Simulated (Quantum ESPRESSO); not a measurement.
HgTe (Coloradoite) under changes of volume

One of the cells (33.215 Å³/atom); the others are scaled copies at fixed shape and fractional positions:

```
CELL_PARAMETERS angstrom
0.00000 3.21450 3.21450
3.21450 0.00000 3.21450
3.21450 3.21450 0.00000
ATOMIC_POSITIONS crystal
Hg 0.00000 0.00000 0.00000
Te 0.75000 0.75000 0.75000
```

```yaml
Program: Quantum ESPRESSO 7.5
Functional: HCTH
Potentials_or_basis: PseudoDojo 0.4.1 SR PBE standard
Cutoff: 1088 eV
Density_cutoff: 4354 eV
k_mesh: 7 × 7 × 7
Occupations: fermi-dirac, width 0.05 eV
Spin: no spin polarisation
```

| volume (Å³/atom) | energy over the lowest point (meV/atom) | pressure (GPa) |
| --- | --- | --- |
| 31.223 | 168.05 | 10.7 |
| 31.887 | 127.04 | 9.1 |
| 32.551 | 91.99 | 7.8 |
| 33.215 | ? | ? |
| 33.880 | 37.37 | 5.5 |
| 34.544 | 16.75 | 4.5 |
| 35.208 | 0.00 | 3.6 |

Question: What does the run at 33.215 Å³/atom give?

Answer: Energy over the lowest point 62.28 meV/atom; pressure 6.6 GPa.

Worked out: A Birch-Murnaghan fit of order 3 (a polynomial in V^(-2/3)) to the other rows has no minimum within the range. It gives 62.30 meV/atom at 33.215 Å³/atom, against the run's 62.28, and -dE/dV = 6.6 GPa, against 6.6.

Energies are extrapolated to zero smearing.

Caveats: the potentials were made for another functional, which shifts forces and pressure.
